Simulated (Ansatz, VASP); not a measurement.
# One calculation of Cu, two programs

```
CELL_PARAMETERS angstrom
0.00000 2.46278 2.46278
2.46278 0.00000 2.46278
2.46278 2.46278 0.00000
ATOMIC_POSITIONS crystal
Cu 0.85250 0.88250 0.88250
Cu 0.14750 0.11750 0.11750
```

Change from the starting cell: shortest bond scaled by 0.94, LAPW.

Alike in both runs: task single point; functional PBE; k mesh 11 × 11 × 11; occupations fermi-dirac, width 0.05 eV; no spin polarisation.

```csv
,VASP,Ansatz
version,VASP 6.6.1,Ansatz 0.2.0
potentials or method,"VASP PAW PBE potentials, release 64 (Cu), cutoff 520 eV","all-electron LAPW, scalar-relativistic"
```

|  | VASP | Ansatz | Ansatz less VASP |
| --- | --- | --- | --- |
| pressure (GPa) | 27.2 | 27.0 | -0.13 |
| largest component of the traceless stress (GPa) | 9.73 | 9.73 | +0.002 |
| rms of the force components (eV/Å) | 1.337 | 1.339 | +0.0023 |

Atom by atom the forces differ by 0.002 eV/Å (rms over components). Ansatz ran all-electron here, so the differences hold the error of VASP's frozen core and of both bases.

Caveats: so large a pressure means that the cell lies far from this level's equilibrium, or that cutoff or potentials fall short (VASP); forces of over 1 eV/Å show positions far from the minimum, so gaps and moduli don't describe the material at rest.
